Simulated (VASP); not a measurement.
**VASP 6.6.1 run: BN**

INCAR

```
LWAVE = .FALSE.
EDIFF = 1E-7
PREC = Accurate
IBRION = -1
ISMEAR = 2
ISIF = 2
LCHARG = .FALSE.
SIGMA = 0.4
ALGO = Normal
LREAL = .FALSE.
NBANDS = 11
LASPH = .TRUE.
METAGGA = R2SCAN
NSW = 0
ENCUT = 520
NELM = 75
```

KPOINTS

```
KPOINTS created by Atomic Simulation Environment
0
Gamma
12 12 12
0 0 0
```

POSCAR

```
B  N
 1.0000000000000000
     0.0000000000000000    1.7458259350000001    1.7283676755999999
     1.7458259350000001    0.0000000000000000    1.7283676755999999
     1.7458259350000001    1.7458259350000001    0.0000000000000000
 B   N
   1   1
Cartesian
  0.0000000000000000  0.0000000000000000  0.0000000000000000
  1.7458259350000001  1.7458259350000001  1.7283676755999999
```

The recommended PBE PAW datasets give the neutral cell 8 valence electrons.

Command

```
mpirun -np 1 vasp_std
```

OSZICAR

```
N       E                     dE             d eps       ncg     rms          rms(c)
DAV:   1     0.896676453703E+01    0.89668E+01   -0.52400E+03  3682   0.754E+02
DAV:   2    -0.181517484590E+02   -0.27119E+02   -0.25723E+02  4200   0.165E+02
DAV:   3    -0.186650986644E+02   -0.51335E+00   -0.51237E+00  4255   0.189E+01
DAV:   4    -0.186655615404E+02   -0.46288E-03   -0.46286E-03  3991   0.638E-01
DAV:   5    -0.186655617728E+02   -0.23239E-06   -0.23230E-06  4189   0.149E-02    0.625E+00
DAV:   6    -0.153590117899E+02    0.33065E+01   -0.26957E+00  3673   0.872E+00    0.279E+00
DAV:   7    -0.154079585246E+02   -0.48947E-01   -0.24712E-01  4090   0.356E+00    0.161E+00
DAV:   8    -0.154277282961E+02   -0.19770E-01   -0.28645E-02  3949   0.121E+00    0.305E-01
DAV:   9    -0.154267645456E+02    0.96375E-03   -0.71866E-03  4030   0.460E-01    0.670E-02
DAV:  10    -0.154267914824E+02   -0.26937E-04   -0.14317E-04  3958   0.120E-01    0.425E-02
DAV:  11    -0.154267989711E+02   -0.74887E-05   -0.13377E-04  3931   0.746E-02    0.205E-03
DAV:  12    -0.154267995347E+02   -0.56364E-06   -0.28006E-06  4114   0.167E-02    0.326E-03
DAV:  13    -0.154267997441E+02   -0.20939E-06   -0.12272E-07  3940   0.379E-03    0.966E-04
DAV:  14    -0.154267997637E+02   -0.19549E-07   -0.27750E-09  2027   0.562E-04
   1 F= -.15426800E+02 E0= -.15427073E+02  d E =0.109195E-02
```

From OUTCAR

```
k-points           NKPTS =    163   k-points in BZ     NKDIM =    163   number of bands    NBANDS=     11

   NELECT =       8.0000    total number of electrons

   dimension x,y,z NGX =    18 NGY =   18 NGZ =   18
   dimension x,y,z NGXF=    36 NGYF=   36 NGZF=   36

  energy-cutoff  :      520.00
  volume of cell :       10.54
      direct lattice vectors                 reciprocal lattice vectors
     0.000000000  1.745825935  1.728367676    -0.286397395  0.286397395  0.289290298
     1.745825935  0.000000000  1.728367676     0.286397395 -0.286397395  0.289290298
     1.745825935  1.745825935  0.000000000     0.286397395  0.286397395 -0.289290298

 k-points in reciprocal lattice and weights: KPOINTS created by Atomic Simulation Env
   0.00000000  0.00000000  0.00000000       0.001
   0.08333333 -0.00000000  0.00000000       0.005
   0.16666667  0.00000000  0.00000000       0.005
   0.25000000 -0.00000000  0.00000000       0.005
   0.33333333 -0.00000000  0.00000000       0.005
   0.41666667  0.00000000  0.00000000       0.005
   0.50000000 -0.00000000  0.00000000       0.002
   0.08333333  0.08333333  0.00000000       0.001
   ...

 E-fermi :  10.6078

 k-point     1 :       0.0000    0.0000    0.0000
  band No.  band energies     occupation
      1     -13.3416      2.00000
      2       9.4268      1.99926
      3       9.6710      1.99363
      4       9.6710      1.99363
      5      20.5623      0.00000
      6      23.5933      0.00000
      7      23.5933      0.00000
      8      24.1674      0.00000
      9      29.9132      0.00000
     10      29.9132      0.00000
     11      30.0808      0.00000

 k-point     2 :       0.0833   -0.0000    0.0000
  band No.  band energies     occupation
      1     -13.1360      2.00000
      2       8.6763      2.00000
      3       9.5121      1.99819
      4       9.6439      1.99463
      5      20.8188      0.00000
      6      22.8484      0.00000
      7      23.0903      0.00000
      8      23.7255      0.00000
      9      29.5186      0.00000
     10      30.4512      0.00000
     11      30.5488      0.00000

 k-point     3 :       0.1667    0.0000    0.0000
  band No.  band energies     occupation
      1     -12.5245      2.00000
      2       6.4684      2.00000
      3       9.4865      1.99859
      4       9.5891      1.99641
      5      20.7591      0.00000
      6      21.1664      0.00000
      7      21.5034      0.00000
      8      23.7003      0.00000
      9      29.4143      0.00000
     10      31.9642      0.00000
     11      32.0181      0.00000

 k-point     4 :       0.2500   -0.0000    0.0000
  band No.  band energies     occupation
      1     -11.5280      2.00000
      2       3.6809      2.00000
      3       9.5141      1.99815
      4       9.5630      1.99711
      5      19.3147      0.00000
      6      19.5197      0.00000
      7      20.0939      0.00000
      8      24.3613      0.00000
      9      30.2587      0.00000
     10      34.3197      0.00000
     11      34.3214      0.00000

 k-point     5 :       0.3333   -0.0000    0.0000
  band No.  band energies     occupation
      1     -10.2040      2.00000
      2       0.8470      2.00000
      3       9.6020      1.99603
      4       9.6127      1.99569
      5      17.7207      0.00000
      6      17.9112      0.00000
      7      19.2699      0.00000
      8      24.9548      0.00000
      9      31.8852      0.00000
     10      37.3499      0.00000
     11      37.4005      0.00000

 ...

  Total        0.2515717      0.2515717      0.4105094      0.0000000      0.0000000      0.0000000
  in kB       38.2564275     38.2564275     62.4260199      0.0000000      0.0000000      0.0000000
  external PRESSURE =      46.3129583 kB  Pullay stress =       0.0000000 kB

 POSITION                                       TOTAL-FORCE (eV/Angst)
 -----------------------------------------------------------------------------------
      0.00000      0.00000      0.00000         0.000000      0.000000      0.000000
      1.74583      1.74583      1.72837         0.000000      0.000000      0.000000
 -----------------------------------------------------------------------------------
    total drift:                               -0.000000     -0.000000     -0.000000

  FREE ENERGIE OF THE ION-ELECTRON SYSTEM (eV)
  ---------------------------------------------------
  free  energy   TOTEN  =       -15.4267997637 eV

  energy  without entropy=      -15.4278917096  energy(sigma->0) =      -15.42707275
```

It converged. Results: gap between bands v and c on the k mesh 1.25 eV; least direct gap on the k mesh 6.44 eV; pressure 4.6 GPa. Band v is the last that the valence electrons fill when counted band by band, and c is the next.

One setting is odd (smearing far too wide), but here it hardly changes the result.

On sound settings r²SCAN gives a gap of 1.25 eV on its mesh and a pressure of 4.7 GPa for the intended cell. This run's energy (σ→0) differs from it by 0 meV an atom.

The run took about 56 s on one core of a shared host (Intel Xeon Platinum 8488C) and held 0.13 GiB at most.
